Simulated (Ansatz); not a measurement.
This TaAs structure is the end of a relaxation. The cell was found from a structure generator's guess, not taken from experiment.

The calculation used DFT PBE, scalar-relativistic, plane waves, PAW in Ansatz. Cutoff 420 eV, Γ-centred mesh, Gaussian smearing, no spin polarisation.

```
Ta As
1.0
     3.21467    0.00000    0.00000
     0.00000    3.21467    0.00000
     0.00000    0.00000    3.21467
Ta As
1 1
Direct
  0.50000 0.50000 0.50000
  0.00000 0.00000 0.00000
```

Energies over the elements count from the elements' standard structures at the same level, with no fitted energy shifts.

(1) Find its symmetry and describe it.

(2) What is its formation energy per atom?

(3) Is it a metal?

Answers

(1) Pm-3m (No. 221), the caesium chloride type. Conventional cell: a = 3.215 Å. Ta is surrounded by 8 As at 2.78 Å and 6 Ta at 3.21 Å; As is surrounded by 8 Ta at 2.78 Å and 6 As at 3.21 Å.

(2) −0.27 eV/atom. Whether it is stable depends on the other phases of the system, which aren't compared here.

(3) Yes, bands cross the Fermi level on the 18×18×18 mesh.

The last run used an 18×18×18 mesh for its 2-atom cell and Gaussian smearing of 0.10 eV. Spin–orbit coupling, which can matter for Ta, is left out. The reference form of As is held partly by dispersion forces, which this level lacks. A structure relaxed within its symmetry needn't be a true minimum.
